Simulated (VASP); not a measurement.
# Na in VASP: reference runs

How does Na come out in PBE? The cell is run as given.

Program: VASP 6.6.1. These are calculated values, not measurements. Logs are shortened: lines on timing, memory, paths and dates and some standing lists are left out, and cuts for length are marked.

## Step 1: The undisturbed slab

The cell holds a slab with vacuum, 3 atoms: a = 3.767 Å, b = 3.767 Å, c = 21.154 Å, α = 90.00°, β = 90.00°, γ = 120.00°.

The slab is cut from a database's or a generator's crystal, which needn't be the stable form of the element.

## Step 2: Single point, PBE (the (0 0 1) slab of Na, cut from the database cell, not relaxed)

Contents of INCAR:

```
SYSTEM = Na
  ALGO = Normal
  DIPOL = 0.5 0.5 0.500
  EDIFF = 1E-7
  ENCUT = 520
  GGA = PE
  IDIPOL = 3
  ISIF = 2
  ISMEAR = -1
  LASPH = .TRUE.
  LCHARG = .FALSE.
  LDIPOL = .TRUE.
  LREAL = .FALSE.
  LWAVE = .FALSE.
  NBANDS = 18
  NELM = 100
  PREC = Accurate
  SIGMA = 0.05
```

Contents of KPOINTS:

```
k-points
0
G
  8 8 1
  0 0 0
```

Contents of POSCAR:

```
Na
1.0
    3.7670009976      0.0000000000      0.0000000000
   -1.8835004988      3.2623185600      0.0000000000
    0.0000000000      0.0000000000     21.1540000000
Na
3
Direct
    0.3333333333      0.6666666666      0.3545428761
    0.6666666667      0.3333333334      0.5000000000
    0.3333333333      0.6666666666      0.6454571239
```

Potentials or basis: VASP PAW PBE potentials, release 64 (Na_pv).

Run with:

```
$ cat potpaw_PBE.64/Na_pv/POTCAR > POTCAR
$ mpirun -np 1 vasp_std > vasp.out
```

OUTCAR:

```text
SYSTEM = Na
   EDIFF = 1E-7
   ENCUT = 520
   GGA = PE
   ISIF = 2
   ISMEAR = -1
   LASPH = .TRUE.
   LREAL = .FALSE.
   NELM = 100
   PREC = Accurate

 ion  position               nearest neighbor table
   1  0.333  0.667  0.355-
   2  0.667  0.333  0.500-
   3  0.333  0.667  0.645-

  LATTYP: Found a hexagonal cell.
 ALAT       =     3.7670009976
 C/A-ratio  =     5.6156077510

  Lattice vectors:

 A1 = (   3.7670009976,   0.0000000000,   0.0000000000)
 A2 = (  -1.8835004988,   3.2623185600,   0.0000000000)
 A3 = (   0.0000000000,   0.0000000000,  21.1540000000)

Analysis of symmetry for initial positions (statically):
=====================================================================
 Subroutine PRICEL returns:
 Original cell was already a primitive cell.

 Routine SETGRP: Setting up the symmetry group for a
 hexagonal supercell.

 Subroutine GETGRP returns: Found 12 space group operations
 (whereof 12 operations were pure point group operations)
 out of a pool of 24 trial point group operations.

The static configuration has the point symmetry D_3h.

Analysis of symmetry for dynamics (positions and initial velocities):
=====================================================================
 Subroutine PRICEL returns:
 Original cell was already a primitive cell.

 Routine SETGRP: Setting up the symmetry group for a
 hexagonal supercell.

 Subroutine GETGRP returns: Found 12 space group operations
 (whereof 12 operations were pure point group operations)
 out of a pool of 24 trial point group operations.

The dynamic configuration has the point symmetry D_3h.

 Subroutine INISYM returns: Found 12 space group operations
 (whereof 12 operations are pure point group operations),
 and found     1 'primitive' translations

----------------------------------------------------------------------------------------

                                     Primitive cell

  volume of cell :     259.9648

  direct lattice vectors                    reciprocal lattice vectors
     3.767000998  0.000000000  0.000000000     0.265463163  0.153265229  0.000000000
    -1.883500499  3.262318560  0.000000000     0.000000000  0.306530457  0.000000000
     0.000000000  0.000000000 21.154000000     0.000000000  0.000000000  0.047272383

  length of vectors
     3.767000998  3.767000998 21.154000000     0.306530457  0.306530457  0.047272383

  position of ions in fractional coordinates (direct lattice)
     0.333333333  0.666666667  0.354542876
     0.666666667  0.333333333  0.500000000
     0.333333333  0.666666667  0.645457124

  ion indices of the primitive-cell ions
   primitive index   ion index
                 1           1
                 2           2
                 3           3

----------------------------------------------------------------------------------------

 KPOINTS: k-points

Automatic generation of k-mesh.
 Grid dimensions read from file:
 generate k-points for:    8    8    1

 Generating k-lattice:

  Cartesian coordinates                     Fractional coordinates (reciprocal lattice)
     0.033182895  0.019158154  0.000000000     0.125000000  0.000000000  0.000000000
     0.000000000  0.038316307  0.000000000     0.000000000  0.125000000  0.000000000
     0.000000000  0.000000000  0.047272383     0.000000000  0.000000000  1.000000000

  Length of vectors
     0.038316307  0.038316307  0.047272383

  Shift w.r.t. Gamma in fractional coordinates (k-lattice)
     0.000000000  0.000000000  0.000000000

 Subroutine IBZKPT returns following result:
 ===========================================

 Found     10 irreducible k-points:

 Following reciprocal coordinates:
            Coordinates               Weight
  0.000000  0.000000  0.000000      1.000000
  0.125000  0.000000  0.000000      6.000000
  0.250000  0.000000  0.000000      6.000000
  0.375000  0.000000  0.000000      6.000000
  0.500000  0.000000  0.000000      3.000000
  0.125000  0.125000  0.000000      6.000000
  0.250000  0.125000  0.000000     12.000000
  0.375000  0.125000  0.000000     12.000000
  0.250000  0.250000  0.000000      6.000000
  0.375000  0.250000  0.000000      6.000000
   k-points           NKPTS =     10   k-points in BZ     NKDIM =     10   number of bands    NBANDS=     18
   number of dos      NEDOS =    301   number of ions     NIONS =      3
   total plane-waves  NPLWV = 125440
[... 12 lines left out ...]
   LASPH  =      T    aspherical Exc in radial PAW
   ENCUT  =  520.0 eV  38.22 Ry    6.18 a.u.   7.00  7.00 39.33*2*pi/ulx,y,z
   NELM   =    100;   NELMIN=  2; NELMDL= -5     # of ELM steps
   EDIFF  = 0.1E-06   stopping-criterion for ELM
   LREAL  =      F    real-space projection
   EDIFFG = 0.1E-05   stopping-criterion for IOM
   NSW    =      0    number of steps for IOM
   IBRION =     -1    ionic relax: 0-MD 1-quasi-New 2-CG
[... 8 lines left out ...]
   EMIN   =  10.00;   EMAX   =-10.00  energy-range for DOS
   EFERMI =   0.00;   METHOD = LEGACY
   ISMEAR =    -1;   SIGMA  =   0.05  broadening in eV -4-tet -1-fermi 0-gaus
   EFERMI_NEDOS =   21; number of points for ismear=-14 and -15
   IALGO  =     38    algorithm
   IMIX   =      4    mixing-type and parameters
     AMIX     =   0.40;   BMIX     =  1.00
     AMIX_MAG =   1.60;   BMIX_MAG =  1.00
  volume/ion in A,a.u.               =      86.65       584.78
  Fermi-wavevector in a.u.,A,eV,Ry     =   0.707690  1.337340  6.814140  0.500825
[... 9 lines left out ...]
  energy-cutoff  :      520.00
  volume of cell :      259.96
 maximum number of plane-waves:      7049
 NGX is ok and might be reduce to    28
   NGX = 13   NGY = 13   NGZ = 79

 dipolmoment           0.000000      0.000000      0.000000 electrons x Angstroem

 number of electron      21.0000014 magnetization

 dipolmoment           0.000000      0.000000     -0.000000 electrons x Angstroem

 Free energy of the ion-electron system (eV)
  ---------------------------------------------------
  ext. energy  EPLUGINS =         0.00000000
  ---------------------------------------------------
  free energy    TOTEN  =        -3.60792533 eV

  energy without entropy =       -3.58217190  energy(sigma->0) =       -3.59504862

 E-fermi :  -1.5013     XC(G=0):  -3.5004

 val. band max:       -1.5056387075   @ k =   0.3750   0.1250   0.0000
 cond. band min:      -1.3200318124   @ k =   0.2500   0.0000   0.0000
 fundamental gap:      0.1856068950
 Fermi energy:        -1.5013248761

 k-point     1 :       0.0000    0.0000    0.0000
  band No.  band energies     occupation
      1     -26.5440      2.00000
      2     -26.5433      2.00000
      3     -26.5143      2.00000
      4     -26.5143      2.00000
      5     -26.5143      2.00000
      6     -26.5143      2.00000
      7     -26.3689      2.00000
      8     -26.3605      2.00000
      9     -26.3605      2.00000
     10      -4.3824      2.00000
     11      -3.5486      2.00000
     12      -2.2023      2.00000
     13      -0.8071      0.00000
     14       0.5917      0.00000
     15       1.5465      0.00000
     16       1.6735      0.00000
     17       3.6209      0.00000
     18       3.6487      0.00000

 k-point     2 :       0.1250    0.0000    0.0000
  band No.  band energies     occupation
      1     -26.5434      2.00000
      2     -26.5428      2.00000
      3     -26.5180      2.00000
      4     -26.5179      2.00000
      5     -26.5152      2.00000
      6     -26.5152      2.00000
      7     -26.3685      2.00000
      8     -26.3641      2.00000
      9     -26.3614      2.00000
     10      -4.1553      2.00000
     11      -3.3237      2.00000
     12      -1.9801      1.99986
     13      -0.5971      0.00000
     14       0.8102      0.00000
     15       1.7628      0.00000
     16       1.8896      0.00000
     17       3.8286      0.00000
     18       3.8558      0.00000

 k-point     3 :       0.2500    0.0000    0.0000
  band No.  band energies     occupation
      1     -26.5421      2.00000
      2     -26.5418      2.00000
      3     -26.5267      2.00000
      4     -26.5266      2.00000
      5     -26.5173      2.00000
      6     -26.5173      2.00000
      7     -26.3727      2.00000
      8     -26.3675      2.00000
      9     -26.3635      2.00000
     10      -3.4799      2.00000
     11      -2.6547      2.00000
     12      -1.3200      0.05187
     13       0.0337      0.00000
     14       1.4521      0.00000
     15       2.4063      0.00000
     16       2.5136      0.00000
     17       3.4649      0.00000
     18       4.0613      0.00000

 k-point     4 :       0.3750    0.0000    0.0000
  band No.  band energies     occupation
      1     -26.5407      2.00000
      2     -26.5407      2.00000
      3     -26.5354      2.00000
      4     -26.5352      2.00000
      5     -26.5194      2.00000
      6     -26.5194      2.00000
      7     -26.3813      2.00000
      8     -26.3664      2.00000
      9     -26.3656      2.00000
     10      -2.3730      2.00000
     11      -1.5600      1.52787
     12      -0.2582      0.00000
     13       1.0871      0.00000
     14       1.0953      0.00000
     15       1.8798      0.00000
     16       2.5940      0.00000
     17       3.1903      0.00000
     18       3.5131      0.00000

 k-point     5 :       0.5000    0.0000    0.0000
  band No.  band energies     occupation
      1     -26.5403      2.00000
      2     -26.5401      2.00000
      3     -26.5390      2.00000
      4     -26.5388      2.00000
      5     -26.5203      2.00000
      6     -26.5203      2.00000
      7     -26.3849      2.00000
      8     -26.3665      2.00000
      9     -26.3660      2.00000
     10      -0.9319      0.00002
     11      -0.7972      0.00000
     12      -0.2686      0.00000
     13       0.2086      0.00000
     14       1.2121      0.00000
     15       1.4143      0.00000
     16       2.5621      0.00000
     17       2.5696      0.00000
     18       4.0635      0.00000

 k-point     6 :       0.1250    0.1250    0.0000
  band No.  band energies     occupation
      1     -26.5425      2.00000
      2     -26.5421      2.00000
      3     -26.5237      2.00000
      4     -26.5237      2.00000
      5     -26.5171      2.00000
      6     -26.5171      2.00000
      7     -26.3698      2.00000
      8     -26.3678      2.00000
      9     -26.3633      2.00000
     10      -3.7041      2.00000
     11      -2.8767      2.00000
     12      -1.5389      1.35903
     13      -0.1767      0.00000
     14       1.2425      0.00000
     15       2.1938      0.00000
     16       2.3162      0.00000
     17       4.2103      0.00000
     18       4.2443      0.00000

 k-point     7 :       0.2500    0.1250    0.0000
  band No.  band energies     occupation
      1     -26.5411      2.00000
      2     -26.5410      2.00000
      3     -26.5316      2.00000
      4     -26.5314      2.00000
      5     -26.5201      2.00000
      6     -26.5201      2.00000
      7     -26.3776      2.00000
      8     -26.3667      2.00000
      9     -26.3662      2.00000
     10      -2.8130      2.00000
     11      -1.9945      1.99990
     12      -0.6717      0.00000
     13       0.6655      0.00000
     14       1.9787      0.00000
     15       2.4652      0.00000
     16       2.9433      0.00000
     17       3.1985      0.00000
     18       3.2044      0.00000

 k-point     8 :       0.3750    0.1250    0.0000
  band No.  band energies     occupation
      1     -26.5403      2.00000
      2     -26.5401      2.00000
      3     -26.5370      2.00000
      4     -26.5369      2.00000
      5     -26.5223      2.00000
      6     -26.5222      2.00000
      7     -26.3830      2.00000
      8     -26.3684      2.00000
      9     -26.3660      2.00000
     10      -1.5056      1.04311
     11      -0.7106      0.00000
     12       0.1165      0.00000
     13       0.7446      0.00000
     14       1.0564      0.00000
     15       1.9320      0.00000
     16       2.3125      0.00000
     17       3.2684      0.00000
     18       3.6226      0.00000

 k-point     9 :       0.2500    0.2500    0.0000
  band No.  band energies     occupation
      1     -26.5403      2.00000
      2     -26.5401      2.00000
      3     -26.5343      2.00000
      4     -26.5342      2.00000
      5     -26.5250      2.00000
      6     -26.5249      2.00000
      7     -26.3803      2.00000
      8     -26.3711      2.00000
      9     -26.3660      2.00000
     10      -1.7205      1.97532
     11      -0.9168      0.00002
     12       0.3535      0.00000
     13       1.5689      0.00000
     14       1.7198      0.00000
     15       1.8288      0.00000
     16       2.1861      0.00000
     17       2.9068      0.00000
     18       3.2273      0.00000

 k-point    10 :       0.3750    0.2500    0.0000
  band No.  band energies     occupation
      1     -26.5400      2.00000
      2     -26.5397      2.00000
      3     -26.5345      2.00000
      4     -26.5344      2.00000
      5     -26.5279      2.00000
      6     -26.5279      2.00000
      7     -26.3805      2.00000
      8     -26.3740      2.00000
      9     -26.3657      2.00000
     10      -0.3110      0.00000
     11      -0.1597      0.00000
     12       0.3402      0.00000
     13       0.7997      0.00000
     14       1.2867      0.00000
     15       1.8232      0.00000
     16       2.3717      0.00000
     17       2.4689      0.00000
     18       3.1876      0.00000

------------------------ aborting loop because EDIFF is reached ----------------------------------------

 vacuum level on the upper side and lower side of the slab       (xc-potential included)        -0.239        -0.239

  FORCE on cell =-STRESS in cart. coord.  units (eV):
  Direction    XX          YY          ZZ          XY          YZ          ZX
  --------------------------------------------------------------------------------------
  -------------------------------------------------------------------------------------
  Total       -0.1669136     -0.1669136     -0.2552973      0.0000000      0.0000000      0.0000000
  in kB       -1.0286974     -1.0286974     -1.5734113      0.0000000      0.0000000      0.0000000
  external PRESSURE =      -1.2102687 kB  Pullay stress =       0.0000000 kB

 VOLUME and BASIS-vectors are now :
[... 8 lines left out ...]
 POSITION                                       TOTAL-FORCE (eV/Angst)
 -----------------------------------------------------------------------------------
     -0.00000      2.17488      7.50000         0.000000      0.000000      0.040510
      1.88350      1.08744     10.57700        -0.000000      0.000000      0.000000
     -0.00000      2.17488     13.65400         0.000000      0.000000     -0.040510
 -----------------------------------------------------------------------------------
    total drift:                                0.000000     -0.000000     -0.000000

  FREE ENERGIE OF THE ION-ELECTRON SYSTEM (eV)
  ---------------------------------------------------
  free  energy   TOTEN  =        -3.6079253344 eV

  energy  without entropy=       -3.5821719005  energy(sigma->0) =       -3.59504862

 vacuum level on the upper side and lower side of the slab         1.223         1.223
```

Wall time 26 s (1 thread of AMD EPYC 9R45 (Zen 5), shared host); peak memory 0.31 GiB.

Results:

| Property | Result |
| --- | --- |
| Free energy | -3.6079 eV |
| Largest force | 0.041 eV/Å |
| Band gap on the k mesh | none (metal or under the smearing width) |

Forces on the atoms (eV/Å):
```
Na   0.000  0.000  0.041
Na   0.000  0.000  0.000
Na   0.000  0.000 -0.041
```
